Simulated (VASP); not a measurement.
Write the native input for VASP 6.6.1 that does the following.

```yaml
Task: relaxation of cell and atoms
Functional: PBE
Potentials_or_basis: VASP PAW PBE potentials, release 64 (Ba_sv, F)
Cutoff: 600 eV
k_mesh: 8 × 8 × 8
Occupations: gaussian, width 0.03 eV
Spin: no spin polarisation
Further_INCAR_settings: ALGO = Normal; EDIFF = 1e-07; IBRION = 2; EDIFFG = -0.005; NSW = 90; ISIF = 3
```

The structure of BaF2 (Frankdicksonite) lies in POSCAR:

```
BaF2                                    
1.0
    0.0000000000      3.1406202251      3.1406202251
    3.1406202251      0.0000000000      3.1406202251
    3.1406202251      3.1406202251     -0.0000000000
  Ba              F             
     1     2
Direct
     0.0000000000000000    0.0000000000000000    0.0000000000000000
     0.2500000000000000    0.2500000000000000    0.2500000000000000
     0.7500000000000000    0.7500000000000000    0.7500000000000000
```

These files were run (other wordings do the same):

INCAR

```
PREC = Accurate
ENCUT = 600
EDIFF = 1E-7
ISMEAR = 0
SIGMA = 0.03
LREAL = False
LASPH = True
NELM = 80
ALGO = Normal
ISIF = 3
LWAVE = False
LCHARG = False
GGA = PE
IBRION = 2
NSW = 90
EDIFFG = -0.005
KPAR = 2
```

KPOINTS

```
regular mesh
0
Gamma
  8 8 8
```

Potentials or basis: VASP PAW PBE potentials, release 64 (Ba_sv, F).

The run is started by

```bash
$ cat potpaw_PBE.64/Ba_sv/POTCAR potpaw_PBE.64/F/POTCAR > POTCAR
$ mpirun -np 2 vasp_std > vasp.out
```

It gave:

```json
{
 "Pressure after relaxing": "0.0 GPa",
 "Band gap on the k mesh": "6.60 eV, indirect (least direct gap 6.65 eV)"
}
```

Caveat: the relaxation stopped at its first step, so nothing moved; spin-orbit coupling is left out, which moves the levels of the heavy elements.

It took 17 s on 2 MPI ranks on Intel(R) Xeon(R) Platinum 8488C (Sapphire Rapids) (shared host), peak memory 0.21 GiB a rank.
